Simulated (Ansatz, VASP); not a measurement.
Given: the input of a run of Ansatz 0.2.0 on Si.

The input input.yaml:

```yaml
crystal:
  lattice:
    - [-3.327825, 3.327825, 3.327825]
    - [3.327825, -3.327825, 3.327825]
    - [3.327825, 3.327825, -3.327825]
  atoms:
    - { symbol: Si, position: [0.703114, 0.703114, 0.703114] }
    - { symbol: Si, position: [0.5, 0.0, 0.796886] }
    - { symbol: Si, position: [0.0, 0.796886, 0.5] }
    - { symbol: Si, position: [0.796886, 0.5, 0.0] }
    - { symbol: Si, position: [0.296886, 0.296886, 0.296886] }
    - { symbol: Si, position: [0.5, 0.0, 0.203114] }
    - { symbol: Si, position: [0.0, 0.203114, 0.5] }
    - { symbol: Si, position: [0.203114, 0.5, 0.0] }
hamiltonian:
  xc: pbe
  pseudopotentials: { kind: paw }
kpoints:
  mp_grid: { grid: [6, 6, 6] }
scf:
  occupations: { method: fermi_dirac, width: 0.05 }
output:
  forces: true
  stress: true
  eigenvalues: true
```

Potentials or basis: Ansatz PAW.

The run is started by

```bash
$ ansatz run input.yaml --threads 4 --pin off --max-ram 10240MiB --backend cpu --events-out ev --progress --plain --runs-dir out
```

**Question.** Set up the same calculation for VASP 6.6.1. Potentials there: VASP PAW PBE potentials, release 64 (Si).

**Answer.** As run (the cutoff follows the program's own potentials):

INCAR

```
ALGO = Normal ; EDIFF = 1E-7
ENCUT = 520 ; GGA = PE
ISIF = 2 ; ISMEAR = -1
LASPH = True ; LCHARG = False
LREAL = False ; LWAVE = False
NBANDS = 26 ; NELM = 100
PREC = Accurate ; SIGMA = 0.05
```

File KPOINTS:

```
k-points
0
Gamma
  6 6 6
```

POSCAR

```
Si
1.0
   -3.3278250000      3.3278250000      3.3278250000
    3.3278250000     -3.3278250000      3.3278250000
    3.3278250000      3.3278250000     -3.3278250000
Si
8
Direct
    0.7031140000      0.7031140000      0.7031140000
    0.5000000000      0.0000000000      0.7968860000
    0.0000000000      0.7968860000      0.5000000000
    0.7968860000      0.5000000000      0.0000000000
    0.2968860000      0.2968860000      0.2968860000
    0.5000000000      0.0000000000      0.2031140000
    0.0000000000      0.2031140000      0.5000000000
    0.2031140000      0.5000000000      0.0000000000
```

Potentials or basis: VASP PAW PBE potentials, release 64 (Si).

Command:

```bash
$ cat potpaw_PBE.64/Si/POTCAR > POTCAR
$ mpirun -np 1 vasp_std > vasp.out
```

Both were run:

|  | VASP | Ansatz | Ansatz less VASP |
| --- | --- | --- | --- |
| gap on the k mesh at the Fermi level (eV) | none | none | - |
| pressure (GPa) | 0.0 | 0.1 | +0.08 |
| rms of the force components (eV/Å) | 0.019 | 0.017 | -0.0014 |

Atom by atom the forces differ by 0.001 eV/Å (rms over components). A gap of «none» marks a metal or a gap that the smearing closes.
